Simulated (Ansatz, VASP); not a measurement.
# One calculation of Bi, two programs

INCAR

```
  PREC = Accurate
  ENCUT = 520
  EDIFF = 1E-7
  ISMEAR = -1
  SIGMA = 0.05
  LREAL = False
  LASPH = True
  NELM = 100
  ALGO = Normal
  ISIF = 2
  LWAVE = False
  LCHARG = True
  GGA = PS
  LELF = True
  LVHAR = True
  NBANDS = 30
```

The input KPOINTS:

```
Automatic mesh
0
Gamma
  7 7 1
```

POSCAR

```
Bi
1.0
    4.5390002997      0.0000000000      0.0000000000
   -2.2695001498      3.9308895674      0.0000000000
    0.0000000000      0.0000000000     26.8290000000
Bi
3
Direct
    0.3333333333      0.6666666666      0.2795482500
    0.6666666667      0.3333333334      0.5000000000
    0.3333333333      0.6666666666      0.7204517500
```

input.yaml

```yaml
crystal:
  lattice:
    - [4.5390002997, 0.0, 0.0]
    - [-2.2695001498, 3.9308895674, 0.0]
    - [0.0, 0.0, 26.829]
  atoms:
    - { symbol: Bi, position: [0.3333333333, 0.6666666666, 0.27954825] }
    - { symbol: Bi, position: [0.6666666667, 0.3333333334, 0.5] }
    - { symbol: Bi, position: [0.3333333333, 0.6666666666, 0.72045175] }
kpoints:
  mp_grid: { grid: [7, 7, 1] }
scf:
  occupations: { method: fermi_dirac, width: 0.05 }
hamiltonian:
  xc: pbesol
  pseudopotentials: { kind: all_electron, lapw: { basis_error: 0.002 } }
output:
  forces: true
  stress: true
  eigenvalues: true
```

Alike in both runs: task single point; functional PBEsol; k mesh 7 × 7 × 1; occupations fermi-dirac, width 0.05 eV; no spin polarisation.

```csv
,VASP,Ansatz
version,VASP 6.6.1,Ansatz 0.2.0
potentials or method,"VASP PAW PBE potentials, release 64 (Bi_d)","all-electron LAPW, scalar-relativistic"
plane-wave cutoff (eV),520,see its input
```

|  | VASP | Ansatz | Ansatz less VASP |
| --- | --- | --- | --- |
| gap on the k mesh at the Fermi level (eV) | none | none | - |
| rms of the force components (eV/Å) | 0.018 | 0.018 | -0.0001 |

Atom by atom the forces differ by 0.000 eV/Å (rms over components). A gap of «none» marks a metal or a gap that the smearing closes. Ansatz ran all-electron here, so the differences hold the error of VASP's frozen core and of both bases.

Caveats: spin-orbit coupling is left out, which moves the levels of the heavy elements; the PAW data sets were made with another functional, which shifts forces and pressure a little (VASP).
